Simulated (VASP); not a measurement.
## Be₂C in VASP 6.6.1, single-point calculation

INCAR

```
IBRION = -1
ENCUT = 400
ISIF = 2
ALGO = Normal
METAGGA = R2SCAN
LASPH = .TRUE.
NELM = 58
SIGMA = 0.01
LWAVE = .FALSE.
NSW = 0
EDIFF = 1E-7
LCHARG = .FALSE.
LREAL = .FALSE.
PREC = Accurate
ISMEAR = 0
NBANDS = 11
```

KPOINTS

```
KPOINTS created by Atomic Simulation Environment
0
Gamma
10 10 10
0 0 0
```

POSCAR

```
C  Be
 1.0000000000000000
     0.0000000000000000    2.1604856385051030    2.1604856385051030
     2.1604856385051030    0.0000000000000000    2.1604856385051030
     2.1604856385051030    2.1604856385051030   -0.0000000000000000
 C   Be
   1   2
Cartesian
 -0.0000000000000000  0.0000000000000000 -0.0000000000000000
  1.0802428192525513  1.0802428192525513  1.0802428192525513
  3.2407284577576547  3.2407284577576547  3.2407284577576547
```

The recommended PBE PAW datasets give the neutral cell 8 valence electrons.

Command

```
mpirun -np 1 vasp_std
```

OSZICAR

```
N       E                     dE             d eps       ncg     rms          rms(c)
DAV:   1    -0.321332853924E+01   -0.32133E+01   -0.34534E+03  1034   0.553E+02
DAV:   2    -0.210817305061E+02   -0.17868E+02   -0.17148E+02  1377   0.106E+02
DAV:   3    -0.216421626190E+02   -0.56043E+00   -0.55882E+00  1292   0.152E+01
DAV:   4    -0.216443899716E+02   -0.22274E-02   -0.22270E-02  1228   0.122E+00
DAV:   5    -0.216443990550E+02   -0.90833E-05   -0.90833E-05  1337   0.678E-02    0.517E+00
DAV:   6    -0.193993898172E+02    0.22450E+01   -0.25570E+00  1154   0.803E+00    0.257E+00
DAV:   7    -0.194472974098E+02   -0.47908E-01   -0.28037E-01  1267   0.334E+00    0.146E+00
DAV:   8    -0.194762066614E+02   -0.28909E-01   -0.34626E-02  1070   0.149E+00    0.178E-01
DAV:   9    -0.194763024269E+02   -0.95765E-04   -0.25797E-04  1290   0.137E-01    0.610E-02
DAV:  10    -0.194763915781E+02   -0.89151E-04   -0.12825E-04  1083   0.102E-01    0.629E-03
DAV:  11    -0.194763888092E+02    0.27690E-05   -0.38062E-06  1255   0.139E-02    0.230E-03
DAV:  12    -0.194763867507E+02    0.20585E-05   -0.34940E-07  1142   0.532E-03    0.445E-04
DAV:  13    -0.194763867253E+02    0.25341E-07   -0.74156E-09   621   0.617E-04
   1 F= -.19476387E+02 E0= -.19476387E+02  d E =-.175711E-80
```

From OUTCAR

```
k-points           NKPTS =     47   k-points in BZ     NKDIM =     47   number of bands    NBANDS=     11

   NELECT =       8.0000    total number of electrons

   dimension x,y,z NGX =    20 NGY =   20 NGZ =   20
   dimension x,y,z NGXF=    40 NGYF=   40 NGZF=   40

  energy-cutoff  :      400.00
  volume of cell :       20.17
      direct lattice vectors                 reciprocal lattice vectors
     0.000000000  2.160485639  2.160485639    -0.231429449  0.231429449  0.231429449
     2.160485639  0.000000000  2.160485639     0.231429449 -0.231429449  0.231429449
     2.160485639  2.160485639  0.000000000     0.231429449  0.231429449 -0.231429449

 k-points in reciprocal lattice and weights: KPOINTS created by Atomic Simulation Env
   0.00000000  0.00000000  0.00000000       0.001
   0.10000000  0.00000000  0.00000000       0.008
   0.20000000  0.00000000  0.00000000       0.008
   0.30000000  0.00000000  0.00000000       0.008
   0.40000000  0.00000000  0.00000000       0.008
   0.50000000  0.00000000  0.00000000       0.004
   0.10000000  0.10000000  0.00000000       0.006
   0.20000000  0.10000000  0.00000000       0.024
   ...

 E-fermi :   7.9074

 k-point     1 :       0.0000    0.0000    0.0000
  band No.  band energies     occupation
      1      -8.2117      2.00000
      2       7.7751      2.00000
      3       7.7751      2.00000
      4       7.7751      2.00000
      5      12.3993      0.00000
      6      12.3993      0.00000
      7      12.3993      0.00000
      8      15.2285      0.00000
      9      22.1995      0.00000
     10      22.1995      0.00000
     11      22.1995      0.00000

 k-point     2 :       0.1000    0.0000    0.0000
  band No.  band energies     occupation
      1      -8.0432      2.00000
      2       6.4008      2.00000
      3       7.4625      2.00000
      4       7.4625      2.00000
      5      12.8641      0.00000
      6      12.8641      0.00000
      7      13.2582      0.00000
      8      15.6506      0.00000
      9      20.8927      0.00000
     10      20.8927      0.00000
     11      22.5739      0.00000

 k-point     3 :       0.2000    0.0000    0.0000
  band No.  band energies     occupation
      1      -7.5454      2.00000
      2       3.9526      2.00000
      3       6.8544      2.00000
      4       6.8544      2.00000
      5      13.6516      0.00000
      6      13.6516      0.00000
      7      14.2037      0.00000
      8      16.7535      0.00000
      9      19.8485      0.00000
     10      19.8485      0.00000
     11      23.6359      0.00000

 k-point     4 :       0.3000    0.0000    0.0000
  band No.  band energies     occupation
      1      -6.7533      2.00000
      2       1.5439      2.00000
      3       6.3159      2.00000
      4       6.3159      2.00000
      5      13.8062      0.00000
      6      13.8062      0.00000
      7      14.8127      0.00000
      8      17.7755      0.00000
      9      20.4666      0.00000
     10      20.4666      0.00000
     11      24.9503      0.00000

 k-point     5 :       0.4000    0.0000    0.0000
  band No.  band energies     occupation
      1      -5.8014      2.00000
      2      -0.4331      2.00000
      3       5.9759      2.00000
      4       5.9759      2.00000
      5      13.4867      0.00000
      6      13.4867      0.00000
      7      15.2303      0.00000
      8      18.3970      0.00000
      9      22.2988      0.00000
     10      22.2988      0.00000
     11      25.9284      0.00000

 ...

  Total       -0.0062191     -0.0062191     -0.0062191      0.0000000      0.0000000      0.0000000
  in kB       -0.4940308     -0.4940308     -0.4940308      0.0000000      0.0000000      0.0000000
  external PRESSURE =      -0.4940308 kB  Pullay stress =       0.0000000 kB

 POSITION                                       TOTAL-FORCE (eV/Angst)
 -----------------------------------------------------------------------------------
      0.00000      0.00000      0.00000        -0.000000      0.000000     -0.000000
      1.08024      1.08024      1.08024        -0.000000     -0.000000     -0.000000
      3.24073      3.24073      3.24073         0.000000      0.000000      0.000000
 -----------------------------------------------------------------------------------
    total drift:                                0.000000      0.000000     -0.000000

  FREE ENERGIE OF THE ION-ELECTRON SYSTEM (eV)
  ---------------------------------------------------
  free  energy   TOTEN  =       -19.4763867253 eV

  energy  without entropy=      -19.4763867253  energy(sigma->0) =      -19.47638673
```

It converged. Results: gap between bands v and c on the k mesh 1.52 eV; least direct gap on the k mesh 4.62 eV; pressure 0.0 GPa. Band v is the last that the valence electrons fill when counted band by band, and c is the next.

These settings aren't sound, so the numbers aren't properties of the crystal.

On sound settings r²SCAN gives a gap of 1.53 eV on its mesh and a pressure of 1.0 GPa for the intended cell.

The run took about 20 s on one core of a shared host (Intel Xeon Platinum 8488C) and held 0.12 GiB at most.
